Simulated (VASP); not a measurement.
Set up this calculation in VASP 6.6.1, as the native input.

- Task: single point
- Functional: PBE
- Potentials or basis: VASP PAW PBE potentials, release 64 (O, H, N)
- Cutoff: 520 eV
- k mesh: 1 × 1 × 1
- Occupations: fermi-dirac, width 0.05 eV
- Spin: no spin polarisation
- Dipole correction: no
- Further INCAR settings: LREAL = Auto; ALGO = Normal; EDIFF = 1e-07; NBANDS = 56

The structure of H19NO8 lies in POSCAR:

```
H19NO8
1.0
    6.5343350000      0.0000000000      0.0000000000
    0.0000000000      6.5343350000      0.0000000000
    0.0000000000      0.0000000000      6.5343350000
O H N
8 19 1
Direct
   -0.0592103098      0.2546242273      1.2600211039
    0.6556443770      0.7708358999      0.7313521575
    0.9470741858      0.5483496025      0.5361984043
    0.3716215958      0.6220984997      0.4755036281
    0.7535885442      0.9049888015      0.1446053807
    0.5321275998      0.4089475058      0.1301892235
    0.4753199828      0.1537570388      0.7426004329
    0.1609192060      1.0187723770      0.5303829693
    0.0173544821      0.3216547667      1.1273985800
   -0.1252767114      0.1287506686      1.2097328955
    0.6169564309      0.9272710995      0.7072181025
    0.7843032229      0.7401365250      0.6674129808
    1.0930875139      0.5901442151      0.5133804741
    0.9428962549      0.4177012657      0.4592663217
    0.4771564360      0.6527519633      0.5785592566
    0.4209150587      0.5394887161      0.3632810378
    0.7266232907      0.7942659812      0.2446461652
    0.7237767883      0.8725600998     -0.0019741871
    0.4944037917      0.3066111548      0.0230933982
    0.6720653288      0.3583073105      0.1616078759
    0.5535681902      0.2522827495      0.6625463800
    0.3368973277      0.1304187802      0.6730600742
    0.1150997003      1.1118652472      0.4188949602
    0.2652144403      0.9183489980      0.4747537431
    0.2183695816      0.5892565961      1.0182979599
    0.0915777964      0.4641023149      0.8332753065
   -0.0261235459      0.6043920307      0.9904450874
    0.0937203250      0.5061417880      0.9840787165
```

The cell was built by a generator and needn't be a form met in nature.

The input as run:

INCAR

```
SYSTEM = H19NO8
PREC     = Accurate       ! precision mode
ENCUT    = 520            ! plane-wave cutoff, eV
EDIFF    = 1E-7           ! SCF threshold, eV
ISMEAR   = -1             ! smearing method
SIGMA    = 0.05           ! smearing width, eV
LREAL    = Auto         
LASPH    = .True.         ! aspherical terms in the spheres
NELM     = 100            ! most SCF steps
ALGO     = Normal         ! electronic algorithm
ISIF     = 2              ! what is computed and relaxed
LWAVE    = .False.        ! write WAVECAR
LCHARG   = .False.        ! write CHGCAR
GGA      = PE             ! functional
NBANDS   = 56             ! bands
```

KPOINTS

```
regular mesh
0
Gamma
  1 1 1
  0 0 0
```

Potentials or basis: VASP PAW PBE potentials, release 64 (O, H, N).

Command:

```console
$ cat potpaw_PBE.64/O/POTCAR potpaw_PBE.64/H/POTCAR potpaw_PBE.64/N/POTCAR > POTCAR
$ mpirun -np 1 vasp_gam > vasp.out
```

It gave:

| Quantity | Value |
| --- | --- |
| Pressure | -0.7 GPa |
| Largest force | 3.043 eV/Å |
| Band gap on the k mesh | 4.46 eV, direct |

Run time: 26 s on 1 thread of Intel(R) Xeon(R) Platinum 8488C (Sapphire Rapids), on a shared host, peak memory 0.32 GiB.
